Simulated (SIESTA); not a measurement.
Runs of SIESTA 5.4.2 on PtS2. Symmetry: P-3m1, No. 164, trigonal system. The conventional cell has a = 3.543 Å, b = 3.543 Å, c = 5.039 Å, α = 90.00°, β = 90.00°, γ = 120.00°. Around Pt (site symmetry -3m) lie 6 S at 2.34 Å. Around S (site symmetry 3m) lie 3 Pt at 2.34 Å. 

```csv
task,potentials or basis,cell,k mesh,optimiser,force tolerance,gap on the mesh (eV),pressure (GPa),largest force (eV/Å)
relaxation of cell and atoms,"PseudoDojo 0.4 standard (PBE files), DZP (energy shift 0.003 Ry; two zetas on semicore shells)",relaxed to 20 GPa,6 × 6 × 4,Broyden,0.01 eV/Å,none,20.0,-
relaxation of cell and atoms,"PseudoDojo 0.4 standard (PBE files), DZP (energy shift 0.003 Ry; two zetas on semicore shells)",relaxed to 30 GPa,6 × 6 × 4,Broyden,0.01 eV/Å,none,30.0,-
single point,"PseudoDojo 0.4 standard (PBE files), TZDP (energy shift 0.003 Ry; two zetas on semicore shells)",as given,9 × 9 × 5,-,-,(a),13.7,1.67
single point,"PseudoDojo 0.4 standard (PBE files), SZP (energy shift 0.003 Ry)",as given,9 × 9 × 5,-,-,(b),17.0,2.28
relaxation of cell and atoms,"PseudoDojo 0.4 standard (PBE files), DZP (energy shift 0.003 Ry; two zetas on semicore shells)",relaxed to 5 GPa,6 × 6 × 4,Broyden,0.01 eV/Å,none,5.0,-
```

Alike in all rows: level PBE; no spin polarisation; smearing fermi-dirac 0.05 eV; grid cutoff 800 Ry; energy shift 0.003 Ry.

Question: Estimate the missing entries.

Answer: (a) 0.98; (b) 0.91.

Caveats: short orbitals over semicore shells can move pressures by several GPa; the basis of atomic orbitals isn't converged, which shifts pressures, moduli and gaps; spin-orbit coupling is left out, which moves the levels of the heavy elements (some runs); an odd mesh through Γ misses points on the zone boundary, where band edges often lie (some runs); forces of over 1 eV/Å show positions far from the minimum, so gaps and moduli don't describe the material at rest (some runs).

A k mesh can miss the band edges, and the runs leave out spin-orbit coupling on Pt.

A gap of «none» marks a metal or a gap under the smearing width.
